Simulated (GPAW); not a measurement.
BaTiO3:

```
CELL_PARAMETERS angstrom
3.99980 0.00000 0.00000
0.00000 3.99980 0.00000
0.00000 0.00000 4.01800
ATOMIC_POSITIONS crystal
Ba 0.00000 0.00000 0.00000
Ti 0.50000 0.50000 0.49000
O 0.00000 0.50000 0.51700
O 0.50000 0.00000 0.51700
O 0.50000 0.50000 0.01900
```

Base run:

* Program: GPAW 26.7.0
* Functional: RPBE
* Potentials or basis: the program's PAW data sets (release 1.2.1) made for this functional
* Cutoff: 650 eV
* Basis: pw
* k mesh: 6 × 6 × 6
* Occupations: fermi-dirac, width 0.001 eV
* Spin: no spin polarisation

Its results: band gap on the k mesh 1.85 eV, indirect (least direct gap 2.13 eV); electronic dielectric tensor (diagonal) 5.85, 5.85, 5.50.

Q: The run is repeated on the same cell with these changes: functional from RPBE to LDA. What comes out?

A: Band gap on the k mesh 1.72 eV, indirect (least direct gap 2.01 eV); electronic dielectric tensor (diagonal) 6.11, 6.11, 5.74.

Caveats: the long-wavelength limit can be off by several per cent where d states take part; spin-orbit coupling is left out, which moves the levels of the heavy elements; an odd mesh through Γ misses points on the zone boundary, where band edges often lie.

Not every run made on this cell is shown here.
